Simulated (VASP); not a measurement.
Write the native input for VASP 6.6.1 that does the following.

- Task: relaxation of the atoms
- Functional: PBE
- Dispersion: D3(BJ)
- Potentials or basis: VASP PAW PBE potentials, release 64 (B, P)
- Cutoff: 600 eV
- k mesh: 10 × 10 × 10
- Occupations: gaussian, width 0.03 eV
- Spin: no spin polarisation
- Further INCAR settings: ALGO = Normal; EDIFF = 1e-07; IBRION = 2; EDIFFG = -0.01; NSW = 40

The structure of BP lies in POSCAR:

```
BP                                      
1.0
    0.0000000000      2.2822923583      2.2822923583
    2.2822923583      0.0000000000      2.2822923583
    2.2822923583      2.2822923583      0.0000000000
  B               P             
     1     1
Direct
     0.0000000000000000    0.0000000000000000    0.0000000000000000
     0.2500000000000000    0.2500000000000000    0.2500000000000000
```

The cell isn't the ideal one: a relaxed cell with its volume scaled by 1.04.

These files were run (other wordings do the same):

INCAR

```
SYSTEM = BP
PREC = Accurate
ENCUT = 600
EDIFF = 1E-7
ISMEAR = 0
SIGMA = 0.03
LREAL = .FALSE.
LASPH = .TRUE.
NELM = 80
ALGO = Normal
ISIF = 2
LWAVE = .FALSE.
LCHARG = .FALSE.
GGA = PE
IVDW = 12
IBRION = 2
NSW = 40
EDIFFG = -0.01
```

KPOINTS

```
regular mesh
0
G
  10 10 10
  0 0 0
```

Potentials or basis: VASP PAW PBE potentials, release 64 (B, P).

The run is started by

```sh
$ cat potpaw_PBE.64/B/POTCAR potpaw_PBE.64/P/POTCAR > POTCAR
$ mpirun -np 1 vasp_std > vasp.out
```

Results of the run:

```json
{
 "Pressure after relaxing": "-6.2 GPa",
 "Band gap on the k mesh": "1.26 eV, indirect (least direct gap 3.38 eV)",
 "Dispersion energy per atom": "-0.318 eV"
}
```

Caveat: the relaxation stopped at its first step, so nothing moved.

Run time: 9 s on 1 thread of Intel(R) Xeon(R) Platinum 8375C CPU @ 2.90GHz (Ice Lake), on a shared host, peak memory 0.16 GiB.
